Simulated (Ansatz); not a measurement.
# Fe (Fmmm) in Ansatz: further runs

Runs on Fe. Level: PBE. Tasks: single point.

Everything below comes from runs of Ansatz 0.2.0. Logs are shortened: lines on timing, memory, paths and dates and some standing lists are left out, and cuts for length are marked.

## Step 1: The structure

Symmetry: Fmmm, No. 69, orthorhombic system. Conventional cell: a = 2.997 Å, b = 3.883 Å, c = 3.930 Å, α = 90.00°, β = 90.00°, γ = 90.00°. Fe (site symmetry mmm) is surrounded by 12 Fe at 2.45 to 2.76 Å.

## Step 2: Single point, PBE, collinear spin, ferromagnetic start, 10.75 Å³/atom (volume scaled by 0.94)

Input file input.yaml:

```yaml
crystal:
  lattice:
    - [0.0, 1.9021012277, 1.9249897192]
    - [1.4678507246, 0.0, 1.9249897192]
    - [1.4678507246, 1.9021012277, 0.0]
  atoms:
    - { symbol: Fe, position: [0.0, 0.0, 0.0], spin: 3.0 }
kpoints:
  mp_grid: { grid: [13, 13, 13] }
scf:
  occupations: { method: fermi_dirac, width: 0.05 }
hamiltonian:
  xc: pbe
  pseudopotentials: { kind: all_electron, lapw: { basis_error: 0.0005 } }
magnetization:
  spin_polarized: true
output:
  forces: true
  stress: true
  eigenvalues: true
```

Potentials or basis: all-electron LAPW, scalar-relativistic.

On the command line:

```console
$ ansatz run input.yaml --threads 2 --pin off --max-ram 6144MiB --backend cpu --events-out ev --progress --plain --runs-dir out
```

Log:

```text
Warning: RAYON_NUM_THREADS=2 ignored (pool sized by the plan → 2); use --threads N
LAPW: plane waves up to 9.679 Å⁻¹, error target 5.0e-4 eV per atom; small_component_spin mean_spin; Fe in spheres of 1.201 Å, 16 of its electrons in bands, Dirac shells [] (how accurate: hamiltonian.pseudopotentials.lapw.basis_error, Limitations)
Engine: ansatz 0.2.0, x86_64-unknown-linux-gnu
Pseudopotentials: kind: all_electron
Pseudopotential: Fe, LAPW, valence charge 16, lapw/all_electron/scalar/gaussian/Fe, Koelling and Harmon's equation, gaussian nucleus
Functional definition: PBE
  parameter kappa = 0.804
  parameter beta = 0.06672455060314922
  exchange = pbe_x(kappa = kappa, mu = beta*pi^2/3)
  correlation = pbe_c(beta = beta)
Crystal: 1 atoms, lattice volume = 10.749 Å³
Basis set: ecut = 356.9200803240884 eV, 157 PW (Γ), FFT grids on a1−a2, a2, a3, exchange–correlation at level 2
Bands: 14, of which v1, the nominal top of the filled ones, is band 8 counted from 1 (7 counted from 0)
Symmetry: 8 space group operations
Space group: Fmmm (ITA 69), of the structure as read, at distance tolerance 2.2e-5 Å
Magnetic group: BNS 69.521 (UNI 619), of the structure as read, at distance tolerance 2.2e-5 Å
k-points: 343 of 2197
Non-local potential: Fe, projectors of the file, none
Initial density: superposition of atomic densities (chi_scale 0.1, normalization cell)
Starting moments: Σ|m| = 3 μB on 1 of 1 site
Initial wavefunctions: plane waves of lowest kinetic energy (no species holds an atomic orbital)
Functional: x = pbe(κ = 0.804, μ = 0.2195149727645171), c = pbe(β = 0.06672455060314922)
iter 1 solved again at ethr=4.92e-5 eV; its pass at ethr=1.00e-1 eV (dr2=7.87e-3 eV) is discarded
SCF iter   1: F=—  HF=-34633.970563 eV  |F-HF|=—  |Δ(HF+E_count)|=         —  Δρ=4.16e-2 (↑4.16e-2 ↓3.88e-2)  dr2=8.02e-3  dr2_m=1.54e-1  M=2.189 μB ∫|m|=2.213 μB  β_m=0.30  ethr=4.92e-5  ⟨swp⟩=3.2  Hψ=72270  notcnv=0
Mixer restart at iter 1: flushing history
preconditioner: auto → none  [metal: Δε(μ)=0.005 eV  Ē_g=15.698 eV  σ=0.050 eV  W_gap=0.03  n_scr=0 (ndim 8)  ℏωp=32.0 eV  f_vac=0.000  D(μ)=1.08/eV (n_scr^D=12)]
SCF iter   2: F=—  HF=-34634.002488 eV  |F-HF|=—  |Δ(HF+E_count)|=   3.19e-2  Δρ=2.85e-2 (↑2.85e-2 ↓2.77e-2)  dr2=1.87e-3  dr2_m=7.66e-2  M=2.181 μB ∫|m|=2.219 μB  β_m=0.56  ethr=4.92e-5  ⟨swp⟩=2.2  Hψ=27408  notcnv=0
SCF iter   3: F=—  HF=-34634.080929 eV  |F-HF|=—  |Δ(HF+E_count)|=   7.84e-2  Δρ=1.20e-2 (↑1.20e-2 ↓9.78e-3)  dr2=3.39e-3  dr2_m=1.01e-2  M=2.056 μB ∫|m|=2.132 μB  β_m=0.49  ethr=1.17e-5  ⟨swp⟩=3.0  Hψ=31072  notcnv=0
iter 4 solved again at ethr=2.70e-8 eV; its pass at ethr=1.17e-5 eV (dr2=4.32e-6 eV) is discarded
SCF iter   4: F=—  HF=-34634.066227 eV  |F-HF|=—  |Δ(HF+E_count)|=   1.47e-2  Δρ=6.16e-4 (↑4.45e-4 ↓6.16e-4)  dr2=4.32e-6  dr2_m=2.64e-5  M=2.067 μB ∫|m|=2.160 μB  β_m=0.74  ethr=2.70e-8  ⟨swp⟩=2.8  Hψ=47923  notcnv=0
SCF iter   5: F=—  HF=-34634.068094 eV  |F-HF|=—  |Δ(HF+E_count)|=         —  Δρ=3.26e-4 (↑2.54e-4 ↓3.26e-4)  dr2=5.59e-7  dr2_m=8.00e-6  M=2.065 μB ∫|m|=2.161 μB  β_m=0.87  ethr=2.70e-8  ⟨swp⟩=3.0  Hψ=27011  notcnv=0
the basis was enlarged: its passes take 1.5 MiB over the memory plan, 2 of 2 planned eigensolver slots
SCF iter   6: F=—  HF=-34634.068314 eV  |F-HF|=—  |Δ(HF+E_count)|=   2.21e-4  Δρ=1.66e-4 (↑1.43e-4 ↓1.66e-4)  dr2=2.60e-7  dr2_m=2.25e-6  M=2.060 μB ∫|m|=2.158 μB  β_m=0.76  ethr=3.49e-9  ⟨swp⟩=3.9  Hψ=29847  notcnv=0
SCF iter   7: F=—  HF=-34634.068325 eV  |F-HF|=—  |Δ(HF+E_count)|=   1.11e-5  Δρ=2.55e-5 (↑1.71e-5 ↓2.55e-5)  dr2=1.24e-8  dr2_m=4.13e-8  M=2.061 μB ∫|m|=2.158 μB  β_m=0.88  ethr=1.63e-9  ⟨swp⟩=2.1  Hψ=24308  notcnv=0
SCF iter   8: F=—  HF=-34634.068329 eV  |F-HF|=—  |Δ(HF+E_count)|=   3.62e-6  Δρ=5.02e-6 (↑4.07e-6 ↓5.02e-6)  dr2=6.39e-10  dr2_m=1.82e-9  M=2.061 μB ∫|m|=2.158 μB  β_m=0.90  ethr=7.72e-11  ⟨swp⟩=3.0  Hψ=27108  notcnv=0
SCF iter   9: F=-34634.068329 eV  HF=-34634.068329 eV  |F-HF|=3.27e-10  |Δ(HF+E_count)|=   2.17e-8  Δρ=7.59e-7 (↑5.76e-7 ↓7.59e-7)  dr2=2.38e-11  dr2_m=3.61e-11  M=2.061 μB ∫|m|=2.158 μB  ethr=3.99e-12  ⟨swp⟩=3.0  Hψ=25603  notcnv=0
SCF 1 converged in 9 iterations: F = -34634.068329 eV  dr2 = 2.38e-11
SCF converged after 9 iterations
Magnetization: 2.0612 μB (9.0306 up, 6.9694 down)
Absolute magnetization: 2.1585 μB (∫|ρ↑−ρ↓|)
Spin contamination: 0.0307 ħ² per cell (⟨S²⟩ above its minimum at these occupations)
Per-site moments (μB) at R_I (Å): [(2.10790065111609, 1.2013091461079466)]
Free energy (F): -34634.068329 eV
Harris-Foulkes:  -34634.068329 eV  (|F-HF|=3.27e-10)
Internal energy: -34634.060332 eV  (E = F + TS)
E sigma→0 (E₀):  -34634.064331 eV
Entropy (-TS):   -0.007997 eV (-7.997 meV/atom)
Fermi energy:    20.050485 eV
--- Per-component energies (eV) ---
  E_band       = -190.654674
  E_kinetic    = 35113.381742
  E_xc         = -1523.137080
  E_electrostatic = -68224.304994  (all electrons and nuclei)
  E_smearing   = -0.007997  (= −TS)
  E_closure    = 0.000000  (closes the sum)
  E_atoms      = -34625.004615  (free atoms, spherical and without spin; not in F)
  Σ components = -34634.068329   (vs F -34634.068329, Δ=0.00e0)
  Basis errors (estimates in eV, not in F): energy 1.3e-4 per atom: plane waves 1.1e-4 (5.8e-5 summed), levels above the bands 9.2e-197, relativity 7.7e-9, radial functions 1.7e-5, core shells 1.1e-8; eigenvalues (radial functions only) 1.8e-5; not estimated: angular momenta, meshes, grids; target (lapw.basis_error) 5.0e-4; muffin-tin radii Fe 1.201 Å
--- Forces (eV/Å), atoms counted from 1 ---
  atom   1  Fe     0.00000000     0.00000000     0.00000000
  max |Σ_I F_I| component: 3.94e-31 eV/Å
--- Stress (GPa, compression-positive) ---
        4.548103       0.000000       0.000000
        0.000000      17.112952       0.000000
        0.000000       0.000000      14.424041
  P = ⅓ Tr σ = 12.0284 GPa (120.284 kbar)
--- Band table (eV; the first three rows and the last of 686) ---
  k-point 0 ↑: bands = ["-68.1441", "-33.9003", "-33.8904", "-33.8801", "11.1157", "17.4287", "17.5292", "17.9064", "18.6341", "19.0553", "43.6719", "45.2412", "45.5260", "50.2982"]
  k-point 1 ↑: bands = ["-68.1386", "-33.9237", "-33.8970", "-33.8880", "11.3654", "17.4421", "17.5385", "17.9500", "18.5928", "19.0245", "42.9229", "44.5422", "45.3210", "49.5908"]
  k-point 2 ↑: bands = ["-68.1231", "-34.0034", "-33.9187", "-33.8916", "12.0815", "17.3918", "17.4491", "18.2474", "18.5240", "18.9748", "40.1987", "43.4727", "45.1109", "48.7491"]
  k-point 342 ↓: bands = ["-65.5441", "-31.9517", "-31.6511", "-31.4764", "16.0524", "17.4981", "20.3284", "21.8433", "22.2026", "23.1923", "29.6095", "36.8894", "39.2253", "44.4064"]
```

It took 77 s on 2 threads of Intel Xeon at 2.50GHz (Skylake/Cascade Lake), shared host; peak memory 0.69 GiB.

What came out:

```
Free energy            : -34634.0683 eV
Pressure               : 12.0 GPa
Band gap on the k mesh : none (metal or under the smearing width)
Net moment             : 2.06 μB per cell
Absolute moment        : 2.16 μB per cell
Site moments           : Fe +2.11 μB
```

## Step 3: Single point, PBE, collinear spin, ferromagnetic start, 10.98 Å³/atom (volume scaled by 0.96)

Changes to input.yaml since step 2:

```diff
@@ -2,5 +2,5 @@
   lattice:
-    - [0.0, 1.9021012277, 1.9249897192]
-    - [1.4678507246, 0.0, 1.9249897192]
-    - [1.4678507246, 1.9021012277, 0.0]
+    - [0.0, 1.9154967481, 1.9385464314]
+    - [1.4781880421, 0.0, 1.9385464314]
+    - [1.4781880421, 1.9154967481, 0.0]
   atoms:
```

Potentials or basis: all-electron LAPW, scalar-relativistic.

On the command line:

```console
$ ansatz run input.yaml --threads 2 --pin off --max-ram 6144MiB --backend cpu --events-out ev --progress --plain --runs-dir out
```

It took 77 s on 2 threads of Intel Xeon at 2.50GHz (Skylake/Cascade Lake), shared host; peak memory 0.71 GiB.

Results (log left out):

* Free energy: -34634.0818 eV
* Pressure: 7.0 GPa
* Band gap on the k mesh: none (metal or under the smearing width)
* Net moment: 2.09 μB per cell
* Absolute moment: 2.19 μB per cell
* Site moments: Fe +2.14 μB

## Step 4: Single point, PBE, collinear spin, ferromagnetic start, 11.21 Å³/atom (volume scaled by 0.98)

Changes to input.yaml since step 3:

```diff
@@ -2,5 +2,5 @@
   lattice:
-    - [0.0, 1.9154967481, 1.9385464314]
-    - [1.4781880421, 0.0, 1.9385464314]
-    - [1.4781880421, 1.9154967481, 0.0]
+    - [0.0, 1.9287074879, 1.9519161397]
+    - [1.4883827645, 0.0, 1.9519161397]
+    - [1.4883827645, 1.9287074879, 0.0]
   atoms:
```

On the command line:

```console
$ ansatz run input.yaml --threads 2 --pin off --max-ram 6144MiB --backend cpu --events-out ev --progress --plain --runs-dir out
```

It took 99 s on 2 threads of Intel Xeon at 2.50GHz (Skylake/Cascade Lake), shared host; peak memory 0.72 GiB.

The run converged. Its results:

```yaml
Free_energy: -34634.0885 eV
Pressure: 2.5 GPa
Band_gap_on_the_k_mesh: none (metal or under the smearing width)
Net_moment: 2.12 μB per cell
Absolute_moment: 2.23 μB per cell
Site_moments: Fe +2.17 μB
```

## Step 5: Single point, PBE, collinear spin, ferromagnetic start, 11.44 Å³/atom

Changes to input.yaml since step 4:

```diff
@@ -2,5 +2,5 @@
   lattice:
-    - [0.0, 1.9287074879, 1.9519161397]
-    - [1.4883827645, 0.0, 1.9519161397]
-    - [1.4883827645, 1.9287074879, 0.0]
+    - [0.0, 1.9417396906, 1.9651051623]
+    - [1.4984397099, 0.0, 1.9651051623]
+    - [1.4984397099, 1.9417396906, 0.0]
   atoms:
```

On the command line:

```console
$ ansatz run input.yaml --threads 2 --pin off --max-ram 6144MiB --backend cpu --events-out ev --progress --plain --runs-dir out
```

Run time: 1.7 min. Hardware: 2 threads of Intel Xeon at 2.50GHz (Skylake/Cascade Lake), shared host; peak memory 0.71 GiB.

Results (log left out):

| Property | Result |
| --- | --- |
| Free energy | -34634.0892 eV |
| Pressure | -1.3 GPa |
| Band gap on the k mesh | none (metal or under the smearing width) |
| Net moment | 2.16 μB per cell |
| Absolute moment | 2.28 μB per cell |
| Site moments | Fe +2.22 μB |

## Step 6: Single point, PBE, collinear spin, ferromagnetic start, 11.66 Å³/atom (volume scaled by 1.02)

Changes to input.yaml since step 5:

```diff
@@ -2,5 +2,5 @@
   lattice:
-    - [0.0, 1.9417396906, 1.9651051623]
-    - [1.4984397099, 0.0, 1.9651051623]
-    - [1.4984397099, 1.9417396906, 0.0]
+    - [0.0, 1.9545992686, 1.978119483]
+    - [1.5083634409, 0.0, 1.978119483]
+    - [1.5083634409, 1.9545992686, 0.0]
   atoms:
```

Potentials or basis: all-electron LAPW, scalar-relativistic.

On the command line:

```console
$ ansatz run input.yaml --threads 2 --pin off --max-ram 6144MiB --backend cpu --events-out ev --progress --plain --runs-dir out
```

It took 87 s on 2 threads of Intel Xeon at 2.50GHz (Skylake/Cascade Lake), shared host; peak memory 0.72 GiB.

Results (log left out):

| Property | Result |
| --- | --- |
| Free energy | -34634.0849 eV |
| Pressure | -4.5 GPa |
| Band gap on the k mesh | none (metal or under the smearing width) |
| Net moment | 2.21 μB per cell |
| Absolute moment | 2.33 μB per cell |
| Site moments | Fe +2.27 μB |

## Step 7: Single point, PBE, collinear spin, ferromagnetic start, 11.89 Å³/atom (volume scaled by 1.04)

Changes to input.yaml since step 6:

```diff
@@ -2,5 +2,5 @@
   lattice:
-    - [0.0, 1.9545992686, 1.978119483]
-    - [1.5083634409, 0.0, 1.978119483]
-    - [1.5083634409, 1.9545992686, 0.0]
+    - [0.0, 1.9672918273, 1.9909647747]
+    - [1.5181582831, 0.0, 1.9909647747]
+    - [1.5181582831, 1.9672918273, 0.0]
   atoms:
```

On the command line:

```console
$ ansatz run input.yaml --threads 2 --pin off --max-ram 6144MiB --backend cpu --events-out ev --progress --plain --runs-dir out
```

Run time: 82 s. Hardware: 2 threads of Intel Xeon at 2.50GHz (Skylake/Cascade Lake), shared host; peak memory 0.69 GiB.

The run converged. Its results:

| Quantity | Value |
| --- | --- |
| Free energy | -34634.0766 eV |
| Pressure | -7.2 GPa |
| Band gap on the k mesh | none (metal or under the smearing width) |
| Net moment | 2.26 μB per cell |
| Absolute moment | 2.39 μB per cell |
| Site moments | Fe +2.32 μB |

## Step 8: Single point, PBE, collinear spin, ferromagnetic start, 12.12 Å³/atom (volume scaled by 1.06)

Changes to input.yaml since step 7:

```diff
@@ -2,5 +2,5 @@
   lattice:
-    - [0.0, 1.9672918273, 1.9909647747]
-    - [1.5181582831, 0.0, 1.9909647747]
-    - [1.5181582831, 1.9672918273, 0.0]
+    - [0.0, 1.9798226863, 2.0036464209]
+    - [1.5278283418, 0.0, 2.0036464209]
+    - [1.5278283418, 1.9798226863, 0.0]
   atoms:
```

On the command line:

```console
$ ansatz run input.yaml --threads 2 --pin off --max-ram 6144MiB --backend cpu --events-out ev --progress --plain --runs-dir out
```

Wall time 78 s (2 threads of Intel Xeon at 2.50GHz (Skylake/Cascade Lake), shared host); peak memory 0.72 GiB.

It converged, with:

```
Free energy            : -34634.0646 eV
Pressure               : -9.6 GPa
Band gap on the k mesh : none (metal or under the smearing width)
Net moment             : 2.31 μB per cell
Absolute moment        : 2.44 μB per cell
Site moments           : Fe +2.37 μB
```

## Step 9: The reference run

An earlier run on the cell as given: functional PBE; potentials or basis all-electron LAPW, scalar-relativistic; cutoff 316 eV (chosen from the basis error); basis error allowed 0.001 eV/atom; k mesh 13 × 13 × 13; occupations fermi-dirac, width 0.05 eV; collinear spin, ferromagnetic start; starting moments [3.0] μB.

- Pressure: -1.3 GPa
- Band gap on the k mesh: none (metal or under the smearing width)
- Net moment: 2.16 μB per cell
- Absolute moment: 2.28 μB per cell
- Site moments: Fe +2.22 μB
